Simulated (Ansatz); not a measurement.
LDA, PBE, PBEsol and r²SCAN on ZnAu

```
Zn Au
1.0
     3.14700    0.00000    0.00000
     0.00000    3.14700    0.00000
     0.00000    0.00000    3.14700
Zn Au
1 1
Cartesian
  1.5735 1.5735 1.5735
  0.0000 0.0000 0.0000
```

Atom numbers follow the list: Zn1, Au2.

The cell is COD entry 1510322, as deposited and not checked against the literature; nothing was relaxed.

Spin–orbit coupling is left out, though it moves levels of the heavy atoms by tenths of an eV or more.

One fixed cell is solved with several functionals by frozen-core PAW in Ansatz 0.2.0, scalar-relativistically. A positive pressure means that the functional wants a larger cell.

The PAW files were made with PBE; their cores are remade for each functional.

Settings: a Γ-centred 13×13×13 k mesh, Fermi–Dirac smearing of 0.05 eV, cutoff 420 eV, no spin polarisation.

Cutoffs: PBE 420 eV, LDA 420 eV, PBEsol 420 eV, r²SCAN 500 eV.

One of the runs gave P (GPa) = 4.86, lowest level at Γ above −25 eV, from the valence-band top or, without a gap, the Fermi level (eV) = -10.68. Which setting was it?
A. PBEsol
B. r²SCAN
C. PBE
D. LDA

C. The full set:
| setting | P (GPa) | lowest level at Γ above −25 eV, from the valence-band top or, without a gap, the Fermi level (eV) |
| --- | --- | --- |
| PBE | 4.86 | -10.68 |
| LDA | -6.86 | -10.70 |
| PBEsol | -2.40 | -10.71 |
| r²SCAN | 0.22 | -11.09 |
